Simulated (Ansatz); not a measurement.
# SiC (Fm-3m): from the listed cell to zero pressure

Aim: the volume at which the pressure of SiC (Fm-3m) vanishes.

Method: DFT PBEsol, scalar-relativistic, plane waves, PAW, in Ansatz 0.2.0.

### 1 The structure to begin with

It takes space group Fm-3m (No. 225, cubic). Conventional cell: a = 4.176 Å, b = 4.176 Å, c = 4.176 Å, α = 90.00°, β = 90.00°, γ = 90.00°. Around C (site symmetry m-3m) lie 6 Si at 2.09 Å. Around Si (site symmetry m-3m) lie 6 C at 2.09 Å.

Structure file:

```xyz
2
Lattice="0.0000 2.0881 2.0881 2.0881 0.0000 2.0881 2.0881 2.0881 0.0000" Properties=species:S:1:pos:R:3 pbc="T T T"
C     0.0000    0.0000    0.0000
Si    2.0881    2.0881    2.0881
```

### 2 First run, at the start cell

The input, input.yaml:

```yaml
crystal:
  lattice:
    - [0.0, 2.08810077, 2.08810077]
    - [2.08810077, 0.0, 2.08810077]
    - [2.08810077, 2.08810077, 0.0]
  atoms:
    - { symbol: C, position: [0.0, 0.0, 0.0] }
    - { symbol: Si, position: [0.5, 0.5, 0.5] }
basis:
  ecutwfc: 420
  ecutrho_ratio: 4
kpoints:
  mp_grid: { grid: [18, 18, 18] }
hamiltonian:
  xc: pbesol
scf:
  occupations: { method: gaussian, width: 0.05 }
output:
  forces: true
  stress: true
  eigenvalues: true
```

Launch:

```bash
ansatz run input.yaml --threads 1 --pin off --max-ram 2560MiB --backend cpu --events-out ev --progress --plain --runs-dir out
```

The log of the run:

```text
Warning: RAYON_NUM_THREADS=1 ignored (pool sized by the plan → 1); use --threads N
Engine: ansatz 0.2.0, x86_64-unknown-linux-gnu
Pseudopotentials: kind: paw
Pseudopotential: C, paw, valence charge 4, recommended cutoff 420 eV (normal), C.paw.azcp
Pseudopotential: Si, paw, valence charge 4, recommended cutoff 420 eV (normal), Si.paw.azcp
Functional definition: PBEsol
  exchange = pbesol_x
  correlation = pbesol_c
Crystal: 2 atoms, lattice volume = 18.209 Å³
Basis set: ecut = 420 eV, 339 PW (Γ), exchange–correlation on 40×40×40 points (8 copies of the dense FFT grid, shifted against one another)
Bands: 8, of which v1, the nominal top of the filled ones, is band 4 counted from 1 (3 counted from 0)
Symmetry: 48 space group operations
Space group: Fm-3m (ITA 225), of the structure as read, at distance tolerance 2.6e-5 Å
k-points: 195 of 5832
Non-local potential: C, projectors of the file, l = 0: 2, l = 1: 2, l = 2: 1
Non-local potential: Si, projectors of the file, l = 0: 2, l = 1: 2, l = 2: 2
PAW form: soft (Blöchl's): semilocal exchange-correlation on the pseudo side does not see the compensation charge
PAW frozen core: C, regenerated for the run's functional, and the local potential with it (the file was generated under x = pbe(κ = 0.804, μ = 0.2195149727645171), c = pbe(β = 0.06672455060314922))
PAW frozen core: Si, regenerated for the run's functional, and the local potential with it (the file was generated under x = pbe(κ = 0.804, μ = 0.2195149727645171), c = pbe(β = 0.06672455060314922))
PAW one-centre angular grid: C, 110 points (default); XC on 64 Gauss nodes
PAW one-centre angular grid: Si, 110 points (default); XC on 64 Gauss nodes
Initial density: superposition of atomic densities (neutral atoms: chi_scale 0, normalization atom), corrected by the library's trained network
Initial wavefunctions: pseudopotential atomic-orbital guess
Functional: x = pbesol(κ = 0.804, μ = 0.12345679012345678), c = pbesol(β = 0.046)
SCF iter   1: F=—  HF=-867.265934 eV  |F-HF|=—  |Δ(HF+E_count)|=         —  Δρ=6.83e-3  dr2=9.36e-3  ethr=1.77e-3  ⟨swp⟩=5.2  Hψ=11943  notcnv=0
preconditioner: auto → none  [metal: Δε(μ)=0.012 eV  Ē_g=13.958 eV  σ=0.050 eV  W_gap=0.14  n_scr=0 (ndim 8)  ℏωp=24.6 eV  f_vac=0.000  D(μ)=0.82/eV (n_scr^D=8)]
SCF iter   2: F=—  HF=-867.263784 eV  |F-HF|=—  |Δ(HF+E_count)|=   2.15e-3  Δρ=2.78e-3  dr2=1.53e-3  ethr=1.17e-4  ⟨swp⟩=1.0  Hψ=3120  notcnv=0
SCF iter   3: F=—  HF=-867.263383 eV  |F-HF|=—  |Δ(HF+E_count)|=   4.01e-4  Δρ=2.57e-4  dr2=1.01e-5  ethr=1.91e-5  ⟨swp⟩=2.2  Hψ=2174  notcnv=0
SCF iter   4: F=—  HF=-867.263381 eV  |F-HF|=—  |Δ(HF+E_count)|=   1.59e-6  Δρ=3.51e-5  dr2=2.28e-7  ethr=1.27e-7  ⟨swp⟩=2.4  Hψ=2278  notcnv=0  defer=1
iter 5 did not close the SCF: its close was put off for the readings that it lacked (scf_convergence_deferred on its scf_iter line)
SCF iter   5: F=-867.263381 eV  HF=-867.263381 eV  |F-HF|=6.64e-9  |Δ(HF+E_count)|=   5.33e-8  Δρ=6.73e-6  dr2=8.91e-9  ethr=2.85e-9  ⟨swp⟩=2.1  Hψ=2170  notcnv=0  defer=1
SCF iter   6: F=-867.263381 eV  HF=-867.263381 eV  |F-HF|=3.87e-12  |Δ(HF+E_count)|=   2.57e-9  Δρ=1.92e-7  dr2=5.75e-12  ethr=1.11e-10  ⟨swp⟩=1.7  Hψ=4779  notcnv=0
SCF 1 converged in 6 iterations: F = -867.263381 eV  dr2 = 5.75e-12
SCF converged after 6 iterations
Free energy (F): -867.263381 eV
Harris-Foulkes:  -867.263381 eV  (|F-HF|=3.87e-12)
Internal energy: -867.262587 eV  (E = F + TS)
E sigma→0 (E₀):  -867.262984 eV
Entropy (-TS):   -0.000794 eV (-0.397 meV/atom)
Fermi energy:    12.397238 eV
--- Per-component energies (eV) ---
  E_band       = 45.696280
  E_kinetic    = 133.470903
  E_local      = -58.780454  (includes V_loc(G=0)·N_el)
  E_nonlocal   = 49.266278
  E_hartree    = 19.467427
  E_xc         = -104.154984
  E_vxc        = -108.686607  (∫ρ·V_xc dr)
  E_paw        = -593.526150  (= ΣΔE_a)
  E_vpaw       = -8.508692  (= ΣTr[D̂ρ^β])
  E_aug_tail   = 0.000016  (compensation charges beyond the density's cutoff)
  E_ewald      = -313.058285
  E_core_change = 0.052661  (= ΣΔE_core)
  E_smearing   = -0.000794  (= −TS)
  E_closure    = -0.000000  (closes the sum)
  Σ components = -867.263381   (vs F -867.263381, Δ=0.00e0)
--- Forces (eV/Å), atoms counted from 1 ---
  atom   1  C     -0.00000000     0.00000000    -0.00000000
  atom   2  Si    -0.00000000     0.00000000    -0.00000000
  max |Σ_I F_I| component: 1.45e-30 eV/Å
--- Stress (GPa, compression-positive) ---
      -21.521312       0.000000       0.000000
        0.000000     -21.521312      -0.000000
       -0.000000       0.000000     -21.521312
  P = ⅓ Tr σ = -21.5213 GPa (-215.213 kbar)
--- Band table (eV; the first three rows and the last of 195) ---
  k-point 0: bands = ["-4.9074", "12.5135", "12.5135", "12.5135", "18.4228", "21.3348", "21.3348", "21.3348"]
  k-point 1: bands = ["-4.8369", "12.0919", "12.4749", "12.4749", "18.6123", "21.1731", "21.4465", "21.4465"]
  k-point 2: bands = ["-4.6256", "11.0246", "12.3703", "12.3703", "18.8919", "21.0275", "21.4882", "21.4882"]
  k-point 194: bands = ["2.0807", "4.8898", "5.6473", "5.6922", "16.2865", "19.9384", "20.9262", "22.9296"]
```

Run time: 2.2 s. Hardware: 1 thread of Intel Xeon Platinum 8259CL at 2.50GHz (Skylake/Cascade Lake), shared host; peak memory 0.37 GiB.

Read off: volume 9.104 Å³/atom, pressure -21.52 GPa, metallic.

### 3 Volume adjusted, run 2

input.yaml, as its differences from that of step 2:

```diff
@@ -2,5 +2,5 @@
   lattice:
-    - [0.0, 2.08810077, 2.08810077]
-    - [2.08810077, 0.0, 2.08810077]
-    - [2.08810077, 2.08810077, 0.0]
+    - [0.0, 2.0160391274, 2.0160391274]
+    - [2.0160391274, 0.0, 2.0160391274]
+    - [2.0160391274, 2.0160391274, 0.0]
   atoms:
```

Launch:

```bash
ansatz run input.yaml --threads 1 --pin off --max-ram 2560MiB --backend cpu --events-out ev --progress --plain --runs-dir out
```

The log of the run:

```text
Warning: RAYON_NUM_THREADS=1 ignored (pool sized by the plan → 1); use --threads N
Engine: ansatz 0.2.0, x86_64-unknown-linux-gnu
Pseudopotentials: kind: paw
Pseudopotential: C, paw, valence charge 4, recommended cutoff 420 eV (normal), C.paw.azcp
Pseudopotential: Si, paw, valence charge 4, recommended cutoff 420 eV (normal), Si.paw.azcp
Functional definition: PBEsol
  exchange = pbesol_x
  correlation = pbesol_c
Crystal: 2 atoms, lattice volume = 16.388 Å³
Basis set: ecut = 420 eV, 331 PW (Γ), exchange–correlation on 40×40×40 points (8 copies of the dense FFT grid, shifted against one another)
Bands: 8, of which v1, the nominal top of the filled ones, is band 4 counted from 1 (3 counted from 0)
Symmetry: 48 space group operations
Space group: Fm-3m (ITA 225), of the structure as read, at distance tolerance 2.5e-5 Å
k-points: 195 of 5832
Non-local potential: C, projectors of the file, l = 0: 2, l = 1: 2, l = 2: 1
Non-local potential: Si, projectors of the file, l = 0: 2, l = 1: 2, l = 2: 2
PAW form: soft (Blöchl's): semilocal exchange-correlation on the pseudo side does not see the compensation charge
PAW frozen core: C, regenerated for the run's functional, and the local potential with it (the file was generated under x = pbe(κ = 0.804, μ = 0.2195149727645171), c = pbe(β = 0.06672455060314922))
PAW frozen core: Si, regenerated for the run's functional, and the local potential with it (the file was generated under x = pbe(κ = 0.804, μ = 0.2195149727645171), c = pbe(β = 0.06672455060314922))
PAW one-centre angular grid: C, 110 points (default); XC on 64 Gauss nodes
PAW one-centre angular grid: Si, 110 points (default); XC on 64 Gauss nodes
Initial density: superposition of atomic densities (neutral atoms: chi_scale 0, normalization atom), corrected by the library's trained network
Initial wavefunctions: pseudopotential atomic-orbital guess
Functional: x = pbesol(κ = 0.804, μ = 0.12345679012345678), c = pbesol(β = 0.046)
SCF iter   1: F=—  HF=-867.396731 eV  |F-HF|=—  |Δ(HF+E_count)|=         —  Δρ=2.72e-3  dr2=7.68e-4  ethr=1.77e-3  ⟨swp⟩=5.3  Hψ=12026  notcnv=0
preconditioner: auto → none  [metal: Δε(μ)=0.050 eV  Ē_g=15.152 eV  σ=0.050 eV  W_gap=0.47  n_scr=0 (ndim 8)  ℏωp=25.9 eV  f_vac=0.000  D(μ)=0.26/eV (n_scr^D=0)]
SCF iter   2: F=—  HF=-867.396512 eV  |F-HF|=—  |Δ(HF+E_count)|=   2.19e-4  Δρ=1.24e-3  dr2=1.02e-4  ethr=9.60e-6  ⟨swp⟩=2.0  Hψ=3632  notcnv=0
SCF iter   3: F=—  HF=-867.396528 eV  |F-HF|=—  |Δ(HF+E_count)|=   1.64e-5  Δρ=4.33e-4  dr2=1.14e-5  ethr=1.28e-6  ⟨swp⟩=2.0  Hψ=2331  notcnv=0
SCF iter   4: F=—  HF=-867.396534 eV  |F-HF|=—  |Δ(HF+E_count)|=   5.27e-6  Δρ=5.24e-5  dr2=2.00e-7  ethr=1.42e-7  ⟨swp⟩=2.5  Hψ=2309  notcnv=0
iter 5 did not close the SCF: its close was put off for the readings that it lacked (scf_convergence_deferred on its scf_iter line)
SCF iter   5: F=-867.396534 eV  HF=-867.396534 eV  |F-HF|=8.47e-9  |Δ(HF+E_count)|=   1.83e-7  Δρ=8.48e-6  dr2=1.17e-8  ethr=2.50e-9  ⟨swp⟩=2.5  Hψ=2379  notcnv=0
SCF iter   6: F=-867.396534 eV  HF=-867.396534 eV  |F-HF|=1.13e-10  |Δ(HF+E_count)|=   3.32e-9  Δρ=1.43e-6  dr2=2.46e-10  ethr=1.46e-10  ⟨swp⟩=1.7  Hψ=4729  notcnv=0
SCF 1 converged in 6 iterations: F = -867.396534 eV  dr2 = 2.46e-10
SCF converged after 6 iterations
Free energy (F): -867.396534 eV
Harris-Foulkes:  -867.396534 eV  (|F-HF|=1.13e-10)
Internal energy: -867.396199 eV  (E = F + TS)
E sigma→0 (E₀):  -867.396367 eV
Entropy (-TS):   -0.000335 eV (-0.167 meV/atom)
Fermi energy:    14.213939 eV
--- Per-component energies (eV) ---
  E_band       = 55.659606
  E_kinetic    = 140.057010
  E_local      = -51.946663  (includes V_loc(G=0)·N_el)
  E_nonlocal   = 49.888663
  E_hartree    = 19.049719
  E_xc         = -106.176899
  E_vxc        = -111.322201  (∫ρ·V_xc dr)
  E_paw        = -594.072409  (= ΣΔE_a)
  E_vpaw       = -9.116534  (= ΣTr[D̂ρ^β])
  E_aug_tail   = 0.000012  (compensation charges beyond the density's cutoff)
  E_ewald      = -324.248293
  E_core_change = 0.052661  (= ΣΔE_core)
  E_smearing   = -0.000335  (= −TS)
  E_closure    = -0.000000  (closes the sum)
  Σ components = -867.396534   (vs F -867.396534, Δ=0.00e0)
--- Forces (eV/Å), atoms counted from 1 ---
  atom   1  C     -0.00000000     0.00000000    -0.00000000
  atom   2  Si    -0.00000000     0.00000000     0.00000000
  max |Σ_I F_I| component: 1.28e-30 eV/Å
--- Stress (GPa, compression-positive) ---
        0.400152       0.000000      -0.000000
        0.000000       0.400152      -0.000000
        0.000000       0.000000       0.400152
  P = ⅓ Tr σ = 0.4002 GPa (4.002 kbar)
--- Band table (eV; the first three rows and the last of 195) ---
  k-point 0: bands = ["-4.3473", "14.2770", "14.2770", "14.2770", "21.9867", "23.1308", "23.1308", "23.1308"]
  k-point 1: bands = ["-4.2715", "13.8446", "14.2273", "14.2273", "22.1187", "23.0239", "23.2679", "23.2679"]
  k-point 2: bands = ["-4.0444", "12.7273", "14.0927", "14.0927", "21.9705", "23.3225", "23.5022", "23.5022"]
  k-point 194: bands = ["3.3760", "5.8314", "6.6558", "7.1609", "18.6825", "22.5998", "22.8589", "25.1394"]
```

It took 2.1 s on 1 thread of Intel Xeon Platinum 8259CL at 2.50GHz (Skylake/Cascade Lake), shared host; peak memory 0.36 GiB.

In short: volume 8.194 Å³/atom, pressure 0.40 GPa, a metal on this mesh.

### 4 Next volume, run 3

input.yaml, as its differences from that of step 3:

```diff
@@ -2,5 +2,5 @@
   lattice:
-    - [0.0, 2.0160391274, 2.0160391274]
-    - [2.0160391274, 0.0, 2.0160391274]
-    - [2.0160391274, 2.0160391274, 0.0]
+    - [0.0, 2.0170721952, 2.0170721952]
+    - [2.0170721952, 0.0, 2.0170721952]
+    - [2.0170721952, 2.0170721952, 0.0]
   atoms:
```

Launch:

```bash
ansatz run input.yaml --threads 1 --pin off --max-ram 2560MiB --backend cpu --events-out ev --progress --plain --runs-dir out
```

The log of the run:

```text
Warning: RAYON_NUM_THREADS=1 ignored (pool sized by the plan → 1); use --threads N
Engine: ansatz 0.2.0, x86_64-unknown-linux-gnu
Pseudopotentials: kind: paw
Pseudopotential: C, paw, valence charge 4, recommended cutoff 420 eV (normal), C.paw.azcp
Pseudopotential: Si, paw, valence charge 4, recommended cutoff 420 eV (normal), Si.paw.azcp
Functional definition: PBEsol
  exchange = pbesol_x
  correlation = pbesol_c
Crystal: 2 atoms, lattice volume = 16.413 Å³
Basis set: ecut = 420 eV, 331 PW (Γ), exchange–correlation on 40×40×40 points (8 copies of the dense FFT grid, shifted against one another)
Bands: 8, of which v1, the nominal top of the filled ones, is band 4 counted from 1 (3 counted from 0)
Symmetry: 48 space group operations
Space group: Fm-3m (ITA 225), of the structure as read, at distance tolerance 2.5e-5 Å
k-points: 195 of 5832
Non-local potential: C, projectors of the file, l = 0: 2, l = 1: 2, l = 2: 1
Non-local potential: Si, projectors of the file, l = 0: 2, l = 1: 2, l = 2: 2
PAW form: soft (Blöchl's): semilocal exchange-correlation on the pseudo side does not see the compensation charge
PAW frozen core: C, regenerated for the run's functional, and the local potential with it (the file was generated under x = pbe(κ = 0.804, μ = 0.2195149727645171), c = pbe(β = 0.06672455060314922))
PAW frozen core: Si, regenerated for the run's functional, and the local potential with it (the file was generated under x = pbe(κ = 0.804, μ = 0.2195149727645171), c = pbe(β = 0.06672455060314922))
PAW one-centre angular grid: C, 110 points (default); XC on 64 Gauss nodes
PAW one-centre angular grid: Si, 110 points (default); XC on 64 Gauss nodes
Initial density: superposition of atomic densities (neutral atoms: chi_scale 0, normalization atom), corrected by the library's trained network
Initial wavefunctions: pseudopotential atomic-orbital guess
Functional: x = pbesol(κ = 0.804, μ = 0.12345679012345678), c = pbesol(β = 0.046)
SCF iter   1: F=—  HF=-867.396715 eV  |F-HF|=—  |Δ(HF+E_count)|=         —  Δρ=2.65e-3  dr2=7.01e-4  ethr=1.77e-3  ⟨swp⟩=5.3  Hψ=12022  notcnv=0
preconditioner: auto → none  [metal: Δε(μ)=0.047 eV  Ē_g=15.134 eV  σ=0.050 eV  W_gap=0.46  n_scr=0 (ndim 8)  ℏωp=25.9 eV  f_vac=0.000  D(μ)=0.27/eV (n_scr^D=0)]
SCF iter   2: F=—  HF=-867.396525 eV  |F-HF|=—  |Δ(HF+E_count)|=   1.89e-4  Δρ=1.22e-3  dr2=9.91e-5  ethr=8.76e-6  ⟨swp⟩=2.1  Hψ=3677  notcnv=0
SCF iter   3: F=—  HF=-867.396544 eV  |F-HF|=—  |Δ(HF+E_count)|=   1.85e-5  Δρ=3.91e-4  dr2=1.06e-5  ethr=1.24e-6  ⟨swp⟩=2.0  Hψ=2339  notcnv=0
SCF iter   4: F=—  HF=-867.396548 eV  |F-HF|=—  |Δ(HF+E_count)|=   3.99e-6  Δρ=5.52e-5  dr2=2.20e-7  ethr=1.32e-7  ⟨swp⟩=2.4  Hψ=2257  notcnv=0
iter 5 did not close the SCF: its close was put off for the readings that it lacked (scf_convergence_deferred on its scf_iter line)
SCF iter   5: F=-867.396548 eV  HF=-867.396548 eV  |F-HF|=1.06e-8  |Δ(HF+E_count)|=   2.01e-7  Δρ=9.67e-6  dr2=1.49e-8  ethr=2.75e-9  ⟨swp⟩=2.5  Hψ=2369  notcnv=0
SCF iter   6: F=-867.396548 eV  HF=-867.396548 eV  |F-HF|=2.96e-10  |Δ(HF+E_count)|=   4.15e-9  Δρ=2.00e-6  dr2=5.32e-10  ethr=1.86e-10  ⟨swp⟩=1.8  Hψ=4732  notcnv=0
SCF 1 converged in 6 iterations: F = -867.396548 eV  dr2 = 5.32e-10
SCF converged after 6 iterations
Free energy (F): -867.396548 eV
Harris-Foulkes:  -867.396548 eV  (|F-HF|=2.96e-10)
Internal energy: -867.396214 eV  (E = F + TS)
E sigma→0 (E₀):  -867.396381 eV
Entropy (-TS):   -0.000334 eV (-0.167 meV/atom)
Fermi energy:    14.184346 eV
--- Per-component energies (eV) ---
  E_band       = 55.508652
  E_kinetic    = 139.955469
  E_local      = -52.044553  (includes V_loc(G=0)·N_el)
  E_nonlocal   = 49.877977
  E_hartree    = 19.054825
  E_xc         = -106.146647
  E_vxc        = -111.282830  (∫ρ·V_xc dr)
  E_paw        = -594.063733  (= ΣΔE_a)
  E_vpaw       = -9.106897  (= ΣTr[D̂ρ^β])
  E_aug_tail   = 0.000012  (compensation charges beyond the density's cutoff)
  E_ewald      = -324.082225
  E_core_change = 0.052661  (= ΣΔE_core)
  E_smearing   = -0.000334  (= −TS)
  E_closure    = -0.000000  (closes the sum)
  Σ components = -867.396548   (vs F -867.396548, Δ=0.00e0)
--- Forces (eV/Å), atoms counted from 1 ---
  atom   1  C     -0.00000000     0.00000000    -0.00000000
  atom   2  Si    -0.00000000    -0.00000000    -0.00000000
  max |Σ_I F_I| component: 1.25e-30 eV/Å
--- Stress (GPa, compression-positive) ---
        0.010363       0.000000      -0.000000
       -0.000000       0.010363      -0.000000
        0.000000       0.000000       0.010363
  P = ⅓ Tr σ = 0.0104 GPa (0.104 kbar)
--- Band table (eV; the first three rows and the last of 195) ---
  k-point 0: bands = ["-4.3560", "14.2502", "14.2502", "14.2502", "21.9323", "23.1037", "23.1037", "23.1037"]
  k-point 1: bands = ["-4.2802", "13.8181", "14.2006", "14.2006", "22.0659", "22.9952", "23.2404", "23.2404"]
  k-point 2: bands = ["-4.0533", "12.7016", "14.0665", "14.0665", "21.9291", "23.2823", "23.4727", "23.4727"]
  k-point 194: bands = ["3.3563", "5.8170", "6.6404", "7.1388", "18.6460", "22.5594", "22.8298", "25.1063"]
```

Run time: 2.4 s. Hardware: 1 thread of Intel Xeon Platinum 8259CL at 2.50GHz (Skylake/Cascade Lake), shared host; peak memory 0.36 GiB.

This gives: volume 8.207 Å³/atom, pressure 0.01 GPa, no gap.

### 5 The runs together

| run | functional | volume (Å³/atom) | pressure (GPa) | energy from the first of its functional (meV/atom) | k mesh |
| --- | --- | --- | --- | --- | --- |
| 1 | PBEsol | 9.104 | -21.52 | 0.0 | 18×18×18 |
| 2 | PBEsol | 8.194 | 0.40 | -66.7 | 18×18×18 |
| 3 | PBEsol | 8.207 | 0.01 | -66.7 | 18×18×18 |

### 6 What came out

| quantity | value |
| --- | --- |
| volume | 8.207 Å³/atom |
| pressure | 0.01 GPa |
| conventional cell | a = 4.034 Å, b = 4.034 Å, c = 4.034 Å, α = 90.00°, β = 90.00°, γ = 90.00° |
| gap on the mesh | none (metal) |

The volume went from 9.10 to 8.21 Å³/atom (-9.9 %), where 0.01 GPa is left.
